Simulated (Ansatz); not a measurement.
Pressure against volume in SrO

It was reached by relaxing an invented guess, and it needn't be the stable form of this composition.

Level of theory: DFT PBE, scalar-relativistic, plane waves, PAW in Ansatz. The final run on the 6-atom cell used 420 eV, a Γ-centred 6×6×6 mesh, 0.02 eV smearing and no spin polarisation.

```yaml
crystal:
  lattice:
    - [1.80688, 1.04320, 9.32804]
    - [-1.80688, 1.04320, 9.32804]
    - [0.00000, -2.08641, 9.32804]
  atoms:
    - { symbol: Sr, position: [0.50000, 0.50000, 0.50000] }
    - { symbol: Sr, position: [0.61241, 0.61241, 0.61241] }
    - { symbol: Sr, position: [0.38759, 0.38759, 0.38759] }
    - { symbol: O, position: [0.00000, 0.00000, 0.00000] }
    - { symbol: O, position: [0.77707, 0.77707, 0.77707] }
    - { symbol: O, position: [0.22293, 0.22293, 0.22293] }
```

The cell was set to several volumes, with shape and atoms relaxed at each where symmetry leaves them free. Pressure is positive in compression, and energies count from the lowest row.

```tsv
row	V (Å³/atom)	P (GPa)	ΔE (meV/atom)	gap on mesh (eV)
1	15.473	13.87	81.4	3.53
2	16.000	9.51	43.2	3.53
3	16.528	?	?	?
4	17.055	2.67	4.3	3.51
5	17.583	0.00	0.0	3.50
6	18.110	-2.26	3.8	3.43
7	18.638	-4.19	14.6	3.26
8	19.341	-6.32	37.8	3.05
```

Question: Find B = −V·ΔP/ΔV from rows 4 and 6 and from rows 1 and 2, and from the two its slope B′ and its value B0 at zero pressure.

Answer: Rows 4 and 6 give −(17.055 + 18.110)/2 × (-2.26 − (2.67))/(18.110 − 17.055) = 82.2 GPa at a mean pressure of 0.21 GPa. Rows 1 and 2 give −(15.473 + 16.000)/2 × (9.51 − (13.87))/(16.000 − 15.473) = 130.2 GPa at a mean pressure of 11.69 GPa. So B′ = (130.2 − 82.2)/(11.69 − (0.21)) = 4.18 and B0 = 82.2 − 4.18 × (0.21) = 81.3 GPa. A third-order Birch–Murnaghan fit to all the energies gives B0 = 81.8 GPa and B′ = 4.4.

Question: Estimate the pressure and energy of row 3.

Answer: From row 5, V0 = 17.583 × (1 + (0.00)/81.3) = 17.583 Å³/atom. Murnaghan's form P = (B0/B′)·[(V0/V)^B′ − 1] gives (81.3/4.18) × [(17.583/16.528)^4.18 − 1] = 5.74 GPa; the computed pressure is 5.81 GPa, so the estimate is off by -0.07 GPa. The work of compression from row 4, with the mean of the two pressures, gives ΔE = 4.3 + (5.74 + 2.67)/2 × (17.055 − 16.528)/160.2 × 1000 = 18.1 meV/atom (1 eV/Å³ = 160.2 GPa); the computed value is 18.1 meV/atom.

Question: Fit the gap against pressure through the other rows and estimate it at the computed pressure of row 3.

Answer: Over the 7 rows the mean pressure is 1.8971 GPa and the mean gap is 3.401 eV. The sums of products of deviations are S_xx = 327.4 and S_xy = 6.045, so the slope is 6.045/327.4 = 0.01846 (r = 0.75, rms misfit 0.11 eV). At 5.81 GPa the line gives 3.401 + (0.01846) × (5.81 − 1.8971) = 3.47 eV. The computed value is 3.52 eV, so the line is off by -0.05 eV, no more than the largest miss among the fitted rows (0.20 eV). The rows follow a line poorly: the gap bends, or the lowest transition changes along the series.

Kohn–Sham gaps at this level usually fall short of measured ones. All volumes keep the k mesh of the relaxed cell. Symmetry constrained the relaxation, so the result can be a saddle point.
